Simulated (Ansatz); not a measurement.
Wanted: the native input for an Ansatz 0.2.0 run.

```yaml
Task: band structure
Functional: PBEsol
Potentials_or_basis: all-electron LAPW, inner shells corrected to Dirac's equation
Cutoff: 260 eV (chosen from the basis error)
Basis_error_allowed: 0.001 eV/atom
k_mesh: 11 × 11 × 6
Occupations: fermi-dirac, width 0.05 eV
Spin: no spin polarisation
```

Crystal: Pd.

```
Pd
1.0
     2.78367    0.00000    0.00000
    -1.39183    2.41072    0.00000
     0.00000    0.00000    4.62889
Pd
2
Direct
  0.33333 0.66667 0.25000
  0.66667 0.33333 0.75000
```

This isn't the form of Pd at room conditions, which is fcc.

One way to write it, as run:

input.yaml

```yaml
crystal:
  lattice:
    - [2.7836650458, 0.0, 0.0]
    - [-1.3918325229, 2.4107246453, 0.0]
    - [0.0, 0.0, 4.628893]
  atoms:
    - { symbol: Pd, position: [0.3333333333, 0.6666666667, 0.25] }
    - { symbol: Pd, position: [0.6666666667, 0.3333333333, 0.75] }
kpoints:
  mp_grid: { grid: [11, 11, 6] }
  band_path:
    path:
      - [0.0, 0.0, 0.0]
      - [0.5, 0.0, 0.0]
      - [0.3333333333, 0.3333333333, 0.0]
      - [0.0, 0.0, 0.0]
      - [0.0, 0.0, 0.5]
      - [0.5, 0.0, 0.5]
      - [0.3333333333, 0.3333333333, 0.5]
      - [0.0, 0.0, 0.5]
    npoints: 8
scf:
  occupations: { method: fermi_dirac, width: 0.05 }
hamiltonian:
  xc: pbesol
  pseudopotentials:
    kind: all_electron
    lapw: { basis_error: 0.001 }
    dirac_shells: { Pd: ["3p", "3d"] }
output:
  forces: true
  stress: true
  eigenvalues: true
```

Potentials or basis: all-electron LAPW, inner shells corrected to Dirac's equation.

The run is started by

```console
$ ansatz run input.yaml --threads 1 --pin off --max-ram 3072MiB --backend cpu --events-out ev --progress --plain --runs-dir out
```

Results of the run:

The pressure is -10.4 GPa and the band gap along the path is none (metal or under the smearing width).

Run time: 52 s on 1 thread of Intel(R) Xeon(R) Processor @ 2.50GHz (Skylake/Cascade Lake) (shared host), peak memory 0.4 GiB.
